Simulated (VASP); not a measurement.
FeO (Wuestite): single point with PBE

Crystal: FeO (Wuestite).

```xyz
2
Lattice="1.5188 0.8769 2.5196 -1.5188 0.8769 2.5196 0.0000 -1.7538 2.5196" Properties=species:S:1:pos:R:3 pbc="T T T"
Fe    0.0000    0.0000    0.0000
O     0.0000    0.0000    3.7794
```

- Program: VASP 6.6.1
- Task: single point
- Functional: PBE
- Potentials or basis: VASP PAW PBE potentials, release 64 (Fe, O)
- Cutoff: 520 eV
- k mesh: 11 × 11 × 11
- Occupations: fermi-dirac, width 0.05 eV
- Spin: collinear spin, ferromagnetic start
- Starting moments: [3.0, 0.0] μB

```yaml
Pressure: -1.1 GPa
Band_gap_on_the_k_mesh: none (metal or under the smearing width)
Net_moment: 4.00 μB per cell
Site_moments: Fe +3.62; O +0.30 μB
Valence_electrons_inside_the_program's_atomic_spheres: Fe 6.72; O 4.99
```

Stress tensor (GPa, compression positive):
```
-0.74  0.00  0.00
 0.00 -0.74  0.00
 0.00  0.00 -1.74
```

Levels at points of the mesh, in eV from the Fermi level:
Spin up:
| k point | band 7 | band 8 | band 9 | band 10 | band 11 | band 12 |
| --- | --- | --- | --- | --- | --- | --- |
| (0.00, 0.00, 0.00) | -3.74 | -3.67 | -3.67 | 0.06 | 15.45 | 16.72 |
Spin down:
```tsv
k point	band 1	band 2	band 3	band 4	band 5	band 6	band 7	band 8	band 9	band 10
(0.00, 0.00, 0.00)	-20.14	-3.29	-3.18	-3.18	-0.78	-0.70	-0.70	0.20	0.20	0.87
```

Run time: 75 s on 1 thread of AMD EPYC 9R45 (Zen 5) (shared host), peak memory 0.17 GiB.

Caveat: a cell with one magnetic atom can't hold antiferromagnetic order, which such compounds often take; semilocal functionals often make such compounds metallic where correlation or magnetic order opens a gap, which also shifts bond lengths. With open d or f shells a metallic result of PBE can be an artefact of self-interaction; +U or a hybrid may open a gap.
